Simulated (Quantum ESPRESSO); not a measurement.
# MgO (Fm-3m) in Quantum ESPRESSO: a series of runs

One crystal, MgO, is run at these levels: LDA, PBEsol; tasks: band structure, single point, equation of state.

Everything below comes from runs of Quantum ESPRESSO 7.5. Logs are shortened: lines on timing, memory, paths and dates and some standing lists are left out, and cuts for length are marked.

**Experimental background.**

“Electronic structure of alkaline earth and post-transition metal oxides”, 2009, arxiv:0908.1581 quotes, for a bulk crystal of MgO: band gap 7.83 eV.

The runs below are set against these values where they give the same quantity.

**1. The structure**

It takes space group Fm-3m (No. 225, cubic). Conventional cell: a = 4.194 Å, b = 4.194 Å, c = 4.194 Å, α = 90.00°, β = 90.00°, γ = 90.00°. Mg (site symmetry m-3m) has 6 O at 2.10 Å as nearest neighbours. O (site symmetry m-3m) is surrounded by 6 Mg at 2.10 Å.

The cell is a database's computed one.

**2. Band structure, LDA**

Contents of pw.in:

```
&CONTROL
  calculation = 'scf'
  prefix = 'pwscf'
  outdir = './tmp'
  pseudo_dir = './pseudo'
  tprnfor = .true.
  tstress = .true.
  disk_io = 'low'
/
&SYSTEM
  ibrav = 0
  nat = 2
  ntyp = 2
  ecutwfc = 84
  nbnd = 14
  occupations = 'smearing'
  smearing = 'fd'
  degauss = 0.00367493
/
&ELECTRONS
  conv_thr = 4d-10
  electron_maxstep = 120
  mixing_beta = 0.5
/
ATOMIC_SPECIES
Mg    24.3050 Mg.upf
O     15.9990 O.upf
CELL_PARAMETERS bohr
   0.0000000000    3.9627583152    3.9627583152
   3.9627583152    0.0000000000    3.9627583152
   3.9627583152    3.9627583152    0.0000000000
ATOMIC_POSITIONS bohr
Mg     0.0000000000    0.0000000000    0.0000000000
O      3.9627583152    3.9627583152    3.9627583152
K_POINTS automatic
11 11 11 0 0 0
```

Contents of bands.in:

```
&CONTROL
  calculation = 'bands'
  prefix = 'pwscf'
  outdir = './tmp'
  pseudo_dir = './pseudo'
  disk_io = 'low'
  verbosity = 'high'
/
&SYSTEM
  ibrav = 0
  nat = 2
  ntyp = 2
  ecutwfc = 84
  nbnd = 14
  occupations = 'smearing'
  smearing = 'fd'
  degauss = 0.00367493
/
&ELECTRONS
  conv_thr = 1d-08
  electron_maxstep = 120
  mixing_beta = 0.5
  diago_full_acc = .true.
/
ATOMIC_SPECIES
Mg    24.3050 Mg.upf
O     15.9990 O.upf
CELL_PARAMETERS bohr
   0.0000000000    3.9627583152    3.9627583152
   3.9627583152    0.0000000000    3.9627583152
   3.9627583152    3.9627583152    0.0000000000
ATOMIC_POSITIONS bohr
Mg     0.0000000000    0.0000000000    0.0000000000
O      3.9627583152    3.9627583152    3.9627583152
K_POINTS crystal
60
 0.0000000000  0.0000000000  0.0000000000 1
 0.0625000000  0.0000000000  0.0625000000 1
 0.1250000000  0.0000000000  0.1250000000 1
 0.1875000000  0.0000000000  0.1875000000 1
 0.2500000000  0.0000000000  0.2500000000 1
 0.3125000000  0.0000000000  0.3125000000 1
 0.3750000000  0.0000000000  0.3750000000 1
 0.4375000000  0.0000000000  0.4375000000 1
 0.5000000000  0.0000000000  0.5000000000 1
 0.5000000000  0.0625000000  0.5625000000 1
 0.5000000000  0.1250000000  0.6250000000 1
 0.5000000000  0.1875000000  0.6875000000 1
 0.5000000000  0.2500000000  0.7500000000 1
 0.4375000000  0.3125000000  0.7500000000 1
 0.3750000000  0.3750000000  0.7500000000 1
 0.3375000000  0.3375000000  0.6750000000 1
 0.3000000000  0.3000000000  0.6000000000 1
 0.2625000000  0.2625000000  0.5250000000 1
 0.2250000000  0.2250000000  0.4500000000 1
 0.1875000000  0.1875000000  0.3750000000 1
 0.1500000000  0.1500000000  0.3000000000 1
 0.1125000000  0.1125000000  0.2250000000 1
 0.0750000000  0.0750000000  0.1500000000 1
 0.0375000000  0.0375000000  0.0750000000 1
 0.0000000000  0.0000000000  0.0000000000 1
 0.0625000000  0.0625000000  0.0625000000 1
 0.1250000000  0.1250000000  0.1250000000 1
 0.1875000000  0.1875000000  0.1875000000 1
 0.2500000000  0.2500000000  0.2500000000 1
 0.3125000000  0.3125000000  0.3125000000 1
 0.3750000000  0.3750000000  0.3750000000 1
 0.4375000000  0.4375000000  0.4375000000 1
 0.5000000000  0.5000000000  0.5000000000 1
 0.5250000000  0.4500000000  0.5250000000 1
 0.5500000000  0.4000000000  0.5500000000 1
 0.5750000000  0.3500000000  0.5750000000 1
 0.6000000000  0.3000000000  0.6000000000 1
 0.6250000000  0.2500000000  0.6250000000 1
 0.5833333333  0.2500000000  0.6666666667 1
 0.5416666667  0.2500000000  0.7083333333 1
 0.5000000000  0.2500000000  0.7500000000 1
 0.5000000000  0.2857142857  0.7142857143 1
 0.5000000000  0.3214285714  0.6785714286 1
 0.5000000000  0.3571428571  0.6428571429 1
 0.5000000000  0.3928571429  0.6071428571 1
 0.5000000000  0.4285714286  0.5714285714 1
 0.5000000000  0.4642857143  0.5357142857 1
 0.5000000000  0.5000000000  0.5000000000 1
 0.4821428571  0.4821428571  0.5357142857 1
 0.4642857143  0.4642857143  0.5714285714 1
 0.4464285714  0.4464285714  0.6071428571 1
 0.4285714286  0.4285714286  0.6428571429 1
 0.4107142857  0.4107142857  0.6785714286 1
 0.3928571429  0.3928571429  0.7142857143 1
 0.3750000000  0.3750000000  0.7500000000 1
 0.6250000000  0.2500000000  0.6250000000 1
 0.5937500000  0.1875000000  0.5937500000 1
 0.5625000000  0.1250000000  0.5625000000 1
 0.5312500000  0.0625000000  0.5312500000 1
 0.5000000000  0.0000000000  0.5000000000 1
```

Potentials or basis: PseudoDojo 0.4.1 SR LDA standard.

Started as:

```sh
OMP_NUM_THREADS=1 pw.x -in pw.in > pw.out
OMP_NUM_THREADS=1 pw.x -in bands.in > bands.out
```

pw.out:

```text
This program is part of the open-source Quantum ESPRESSO suite
     for quantum simulation of materials; please cite
[... 9 lines left out ...]
     --------------------
     sticks:   dense  smooth     PW     G-vecs:    dense   smooth      PW
     Sum         733     733    223                12939    12939    2229

     Using Slab Decomposition

     bravais-lattice index     =            0
     lattice parameter (alat)  =       5.6042  a.u.
     unit-cell volume          =     124.4580 (a.u.)^3
     number of atoms/cell      =            2
     number of atomic types    =            2
     number of electrons       =        16.00
     number of Kohn-Sham states=           14
     kinetic-energy cutoff     =      84.0000  Ry
     charge density cutoff     =     336.0000  Ry
     scf convergence threshold =      4.0E-10
     mixing beta               =       0.5000
     number of iterations used =            8  plain     mixing
     Exchange-correlation= SLA  PW   NOGX NOGC
                           (   1   4   0   0   0   0   0)

     celldm(1)=   5.604187  celldm(2)=   0.000000  celldm(3)=   0.000000
     celldm(4)=   0.000000  celldm(5)=   0.000000  celldm(6)=   0.000000

     crystal axes: (cart. coord. in units of alat)
               a(1) = (   0.000000   0.707107   0.707107 )
               a(2) = (   0.707107   0.000000   0.707107 )
               a(3) = (   0.707107   0.707107   0.000000 )

     reciprocal axes: (cart. coord. in units 2 pi/alat)
               b(1) = ( -0.707107  0.707107  0.707107 )
               b(2) = (  0.707107 -0.707107  0.707107 )
               b(3) = (  0.707107  0.707107 -0.707107 )

     PseudoPot. # 1 for Mg read from file:
     Mg.upf
     Pseudo is Norm-conserving, Zval = 10.0
     Generated using ONCVPSP code by D. R. Hamann
     Using radial grid of 1510 points,  4 beta functions with:
                l(1) =   0
                l(2) =   0
                l(3) =   1
                l(4) =   1

     PseudoPot. # 2 for O  read from file:
     O.upf
     Pseudo is Norm-conserving + core correction, Zval =  6.0
     Generated using ONCVPSP code by D. R. Hamann
     Using radial grid of  926 points,  5 beta functions with:
                l(1) =   0
                l(2) =   0
                l(3) =   1
                l(4) =   1
                l(5) =   2

     atomic species   valence    mass     pseudopotential
     Mg               10.00    24.30500     Mg( 1.00)
     O                 6.00    15.99900     O ( 1.00)

     48 Sym. Ops., with inversion, found

   Cartesian axes

     site n.     atom                  positions (alat units)
         1        Mg     tau(   1) = (   0.0000000   0.0000000   0.0000000  )
         2        O      tau(   2) = (   0.7071068   0.7071068   0.7071068  )

     number of k points=    56  Fermi-Dirac smearing, width (Ry)=  0.0037
                       cart. coord. in units 2pi/alat
        k(    1) = (   0.0000000   0.0000000   0.0000000), wk =   0.0015026
        k(    2) = (   0.0642824   0.0642824  -0.0642824), wk =   0.0120210
        k(    3) = (   0.1285649   0.1285649  -0.1285649), wk =   0.0120210
        k(    4) = (   0.1928473   0.1928473  -0.1928473), wk =   0.0120210
        k(    5) = (   0.2571297   0.2571297  -0.2571297), wk =   0.0120210
        k(    6) = (   0.3214122   0.3214122  -0.3214122), wk =   0.0120210
[... 48 lines left out ...]
        k(   55) = (  -0.0642824  -0.4499770   0.7071068), wk =   0.0360631
        k(   56) = (   0.0000000  -0.3856946   0.6428243), wk =   0.0360631

     Dense  grid:    12939 G-vectors     FFT dimensions: (  36,  36,  36)

     Initial potential from superposition of free atoms

     starting charge      15.9993, renormalised to      16.0000
     Starting wfcs are    9 randomized atomic wfcs +    5 random wfcs

     Self-consistent Calculation

     iteration #  1     ecut=    84.00 Ry     beta= 0.50
     Davidson diagonalization with overlap
     ethr =  1.00E-02,  avg # of iterations =  5.1

     total energy              =    -151.72249760 Ry
     estimated scf accuracy    <       0.36759898 Ry

     iteration #  2     ecut=    84.00 Ry     beta= 0.50
     Davidson diagonalization with overlap
     ethr =  2.30E-03,  avg # of iterations =  2.1
[... 43 lines left out ...]
     total energy              =    -151.83478455 Ry
     estimated scf accuracy    <          8.7E-10 Ry

     iteration #  9     ecut=    84.00 Ry     beta= 0.50
     Davidson diagonalization with overlap
     ethr =  5.44E-12,  avg # of iterations =  1.6

     End of self-consistent calculation

          k = 0.0000 0.0000 0.0000 (  1639 PWs)   bands (ev):

   -63.6262 -31.0357 -31.0357 -31.0357  -9.1521   7.8503   7.8503   7.8503
    12.6675  23.6169  23.6169  23.6169  27.5290  29.4256

          k = 0.0643 0.0643-0.0643 (  1612 PWs)   bands (ev):

   -63.6254 -31.0432 -31.0364 -31.0364  -9.0560   7.2972   7.7932   7.7932
    13.1900  22.5054  23.8163  23.8163  28.7148  28.7148

          k = 0.1286 0.1286-0.1286 (  1612 PWs)   bands (ev):
[... 96 lines left out ...]
   -63.6154 -31.1145 -31.0647 -31.0473  -7.6980   3.7527   6.0868   7.1017
    17.0260  19.9918  21.8209  24.8035  28.7396  29.3063

          k =-0.0643-0.3214 0.3214 (  1620 PWs)   bands (ev):

   -63.6172 -31.1021 -31.0626 -31.0433  -7.9565   4.2779   6.2653   7.2813
    16.7434  19.6719  22.3846  25.1084  27.4139  29.2593

          k = 0.0000-0.2571 0.2571 (  1612 PWs)   bands (ev):

   -63.6195 -31.0868 -31.0554 -31.0398  -8.2941   4.9498   6.7118   7.4723
    15.9151  19.8197  23.2104  25.7114  25.8476  29.1432

          k = 0.3857 0.0000-0.0000 (  1612 PWs)   bands (ev):

   -63.6186 -31.0838 -31.0535 -31.0535  -8.2182   4.9325   7.0023   7.0023
    16.3150  18.5793  22.6986  25.4400  25.4400  31.6757

          k = 0.4500 0.0643-0.0643 (  1629 PWs)   bands (ev):
[... 36 lines left out ...]
   -63.6132 -31.1080 -31.0774 -31.0623  -7.4916   4.0115   5.6672   6.6086
    17.5651  18.7877  20.5689  26.0995  26.1801  34.3100

          k =-0.0000-0.5143 0.5143 (  1628 PWs)   bands (ev):

   -63.6133 -31.0992 -31.0903 -31.0582  -7.4679   4.3983   4.9155   6.7216
    17.9491  19.7442  20.2180  25.7311  26.2132  32.4794

          k = 0.6428-0.0000 0.0000 (  1624 PWs)   bands (ev):

   -63.6131 -31.1141 -31.0664 -31.0664  -7.5280   3.7431   6.4985   6.4985
    16.9413  17.7184  20.8725  26.6282  26.6282  33.5870

          k =-0.0000-0.6428 0.6428 (  1618 PWs)   bands (ev):

   -63.6129 -31.1136 -31.0704 -31.0659  -7.4831   3.7752   6.2154   6.5040
    17.1054  17.9923  20.7859  26.4874  26.5380  33.7658

          k = 0.2571 0.1286 0.0000 (  1613 PWs)   bands (ev):

   -63.6216 -31.0710 -31.0477 -31.0407  -8.5739   5.6545   7.1945   7.4966
    15.0999  20.1194  23.9442  24.9197  25.6836  29.5935

          k = 0.3214 0.1928-0.0643 (  1614 PWs)   bands (ev):

   -63.6190 -31.0904 -31.0536 -31.0431  -8.2339   4.7825   6.8154   7.3260
    16.0504  19.5938  23.1678  25.0728  26.2369  29.8550

          k = 0.3857 0.2571-0.1286 (  1617 PWs)   bands (ev):
[... 26 lines left out ...]
   -63.6143 -31.1113 -31.0732 -31.0539  -7.5591   3.9033   5.6337   6.8122
    17.7366  19.9249  20.9275  24.7128  28.0889  30.1193

          k =-0.0643-0.3214 0.4500 (  1616 PWs)   bands (ev):

   -63.6151 -31.1064 -31.0728 -31.0503  -7.6820   4.0960   5.7103   6.9550
    17.6778  19.5737  21.2795  24.8638  28.2696  29.3121

          k = 0.0000-0.2571 0.3857 (  1604 PWs)   bands (ev):

   -63.6169 -31.0988 -31.0655 -31.0460  -7.9388   4.4066   6.1574   7.1551
    17.0668  19.3187  22.0848  25.1506  26.9367  29.8480

          k = 0.5143 0.1286 0.0000 (  1624 PWs)   bands (ev):

   -63.6150 -31.1037 -31.0652 -31.0601  -7.7399   4.1524   6.3865   6.6448
    17.7390  17.9119  21.1251  25.6130  26.5422  32.7978

          k =-0.1286-0.5143 0.6428 (  1623 PWs)   bands (ev):

   -63.6138 -31.1063 -31.0737 -31.0620  -7.5581   4.0843   5.8205   6.5244
    17.9334  18.7678  20.6144  25.1175  27.0912  32.6513

          k =-0.0643-0.4500 0.5785 (  1622 PWs)   bands (ev):

   -63.6133 -31.1020 -31.0848 -31.0602  -7.4761   4.3078   5.1407   6.5681
    18.2110  19.7036  20.2260  24.6612  27.4459  31.5982

          k = 0.0000-0.3857 0.5143 (  1619 PWs)   bands (ev):

   -63.6138 -31.0992 -31.0875 -31.0556  -7.5239   4.4296   4.9712   6.7330
    18.3645  19.7001  20.4402  24.6839  28.0727  29.8863

          k =-0.0643-0.5785 0.7071 (  1633 PWs)   bands (ev):

   -63.6131 -31.1108 -31.0702 -31.0668  -7.5043   3.8858   6.1838   6.3781
    17.4363  18.1913  20.6974  25.7397  26.9759  33.8956

          k =-0.0000-0.5143 0.6428 (  1622 PWs)   bands (ev):
[... 11 lines left out ...]
   -63.6135 -31.1020 -31.0822 -31.0608  -7.4975   4.3153   5.2520   6.4604
    18.6447  19.4989  20.3382  24.1341  28.6995  29.9361

          k =-0.0643-0.4500 0.7071 (  1621 PWs)   bands (ev):

   -63.6130 -31.1019 -31.0804 -31.0671  -7.4577   4.2929   5.4601   6.1844
    18.5681  19.2557  20.1718  24.1230  28.1388  31.6819

          k = 0.0000-0.3857 0.6428 (  1621 PWs)   bands (ev):

   -63.6130 -31.0938 -31.0902 -31.0665  -7.4354   4.6880   4.8997   6.1817
    19.0160  19.6910  19.9115  23.5996  28.9560  30.3541

     the Fermi energy is    10.2831 ev

!    total energy              =    -151.83478455 Ry
     estimated scf accuracy    <          2.5E-11 Ry
     smearing contrib. (-TS)   =       0.00000000 Ry
     internal energy E=F+TS    =    -151.83478455 Ry

     The total energy is F=E-TS. E is the sum of the following terms:
     one-electron contribution =     -73.78724726 Ry
     hartree contribution      =      41.01862717 Ry
     xc contribution           =     -23.89139877 Ry
     ewald contribution        =     -95.17476569 Ry

     convergence has been achieved in   9 iterations

     Forces acting on atoms (cartesian axes, Ry/au):

     atom    1 type  1   force =    -0.00000000   -0.00000000   -0.00000000
     atom    2 type  2   force =     0.00000000    0.00000000    0.00000000

     Total force =     0.000000     Total SCF correction =     0.000000

     Computing stress (Cartesian axis) and pressure

          total   stress  (Ry/bohr**3)                   (kbar)     P=      -40.27
  -0.00027376   0.00000000   0.00000000          -40.27        0.00        0.00
   0.00000000  -0.00027376   0.00000000            0.00      -40.27        0.00
   0.00000000   0.00000000  -0.00027376            0.00        0.00      -40.27

=------------------------------------------------------------------------------=
   JOB DONE.
=------------------------------------------------------------------------------=
```

Wall time 30 s (1 thread of Arm Neoverse V1, shared host); peak memory 0.09 GiB.

Results:

```
Free energy             : -2065.8175 eV
Pressure                : -4.0 GPa
Band gap on the k mesh  : 4.82 eV, direct
Band gap along the path : 4.82 eV, direct
```

Levels at the corners of the path, in eV from the valence-band top:
```csv
point,band 6,band 7,band 8,band 9,band 10,band 11
Γ,0.00,0.00,0.00,4.82,15.77,15.77
X,-4.16,-1.38,-1.38,9.02,9.87,13.02
W,-3.01,-3.01,-1.82,11.58,11.58,12.05
K,-3.56,-2.77,-1.17,10.01,11.68,12.46
Γ,0.00,0.00,0.00,4.82,15.77,15.77
L,-4.73,-0.66,-0.66,7.85,12.55,16.17
U,-3.56,-2.77,-1.17,10.01,11.68,12.46
W,-3.01,-3.01,-1.82,11.58,11.58,12.05
L,-4.73,-0.66,-0.66,7.85,12.55,16.17
K,-3.56,-2.77,-1.17,10.01,11.68,12.46
U,-3.56,-2.77,-1.17,10.01,11.68,12.46
X,-4.16,-1.38,-1.38,9.02,9.87,13.02
```

**3. Band structure, PBEsol**

pw.in is that of step 2.

bands.in is that of step 2.

Potentials or basis: PseudoDojo 0.4.1 SR PBEsol standard.

Started as:

```sh
OMP_NUM_THREADS=1 pw.x -in pw.in > pw.out
OMP_NUM_THREADS=1 pw.x -in bands.in > bands.out
```

It took 31 s on 1 thread of Arm Neoverse V1, shared host; peak memory 0.09 GiB.

The run converged. Its results:

| Quantity | Value |
| --- | --- |
| Free energy | -2065.6714 eV |
| Pressure | 2.3 GPa |
| Band gap on the k mesh | 4.79 eV, direct |
| Band gap along the path | 4.79 eV, direct |

Levels at the corners of the path, in eV from the valence-band top:
| point | band 4 | band 5 | band 6 | band 7 | band 8 | band 9 | band 10 | band 11 | band 12 | band 13 |
| --- | --- | --- | --- | --- | --- | --- | --- | --- | --- | --- |
| Γ | -38.83 | -17.20 | 0.00 | 0.00 | 0.00 | 4.79 | 15.86 | 15.86 | 15.86 | 19.60 |
| X | -38.86 | -15.59 | -4.15 | -1.37 | -1.37 | 9.04 | 10.04 | 13.09 | 19.03 | 19.03 |
| W | -38.87 | -15.52 | -3.01 | -3.01 | -1.80 | 11.62 | 11.62 | 12.25 | 15.59 | 22.06 |
| K | -38.86 | -15.56 | -3.56 | -2.76 | -1.16 | 10.05 | 11.85 | 12.51 | 18.18 | 18.41 |
| Γ | -38.83 | -17.20 | 0.00 | 0.00 | 0.00 | 4.79 | 15.86 | 15.86 | 15.86 | 19.60 |
| L | -38.84 | -15.82 | -4.71 | -0.66 | -0.66 | 7.85 | 12.65 | 16.33 | 16.33 | 21.07 |
| U | -38.86 | -15.56 | -3.56 | -2.76 | -1.16 | 10.05 | 11.85 | 12.51 | 18.18 | 18.41 |
| W | -38.87 | -15.52 | -3.01 | -3.01 | -1.80 | 11.62 | 11.62 | 12.25 | 15.59 | 22.06 |
| L | -38.84 | -15.82 | -4.71 | -0.66 | -0.66 | 7.85 | 12.65 | 16.33 | 16.33 | 21.07 |
| K | -38.86 | -15.56 | -3.56 | -2.76 | -1.16 | 10.05 | 11.85 | 12.51 | 18.18 | 18.41 |
| U | -38.86 | -15.56 | -3.56 | -2.76 | -1.16 | 10.05 | 11.85 | 12.51 | 18.18 | 18.41 |
| X | -38.86 | -15.59 | -4.15 | -1.37 | -1.37 | 9.04 | 10.04 | 13.09 | 19.03 | 19.03 |

(Part 1 of 2 ends here.)
